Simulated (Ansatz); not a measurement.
# C: single point with PBE+D4

C:

```
C
1.0
     0.00000    1.78337    1.78337
     1.78337    0.00000    1.78337
     1.78337    1.78337    0.00000
C
2
Direct
  0.75000 0.75000 0.75000
  0.50000 0.50000 0.50000
```

This isn't the form of C at room conditions, which is graphite.

- Program: Ansatz 0.2.0
- Task: single point
- Functional: PBE
- Dispersion: D4
- Potentials or basis: PseudoDojo stringent
- Cutoff: 400 eV
- Density cutoff: 1600 eV
- k mesh: 13 × 13 × 13
- Occupations: tetrahedron
- Spin: collinear spin, ferrimagnetic start
- Starting moments: [0.5, -0.25] μB

| Item | Value |
| --- | --- |
| Pressure | 0.9 GPa |
| Band gap on the k mesh | 3.62 eV, indirect (least direct gap 5.43 eV) |
| Net moment | 0.00 μB per cell |
| Absolute moment | 0.00 μB per cell |

Levels at points of the mesh, in eV from the valence-band top:
Spin up:
```tsv
k point	band 2	band 3	band 4	band 5	band 6	band 7
(0.00, 0.00, 0.00)	0.00	0.00	0.00	5.43	5.43	5.43
```
Spin down:
```csv
k point,band 1,band 2,band 3,band 4,band 5,band 6,band 7,band 8
"(0.00, 0.00, 0.00)",-22.22,0.00,0.00,0.00,5.43,5.43,5.43,13.13
```

Run time: 2.7 s on 2 threads of Arm Neoverse V2, with other jobs on the host, peak memory 0.36 GiB.

Caveat: odd divisions of the mesh miss points on the zone boundary, where band edges often lie, so the gap on the mesh can be too wide; the pressure holds a Pulay correction of +89.1 GPa for the finite cutoff; with tetrahedron occupations forces and stress needn't match the slope of the energy; the starting moments weren't kept; the cutoff lies under the one recommended for these potentials. A hybrid or GW would open this gap; PBE tends to underestimate it.
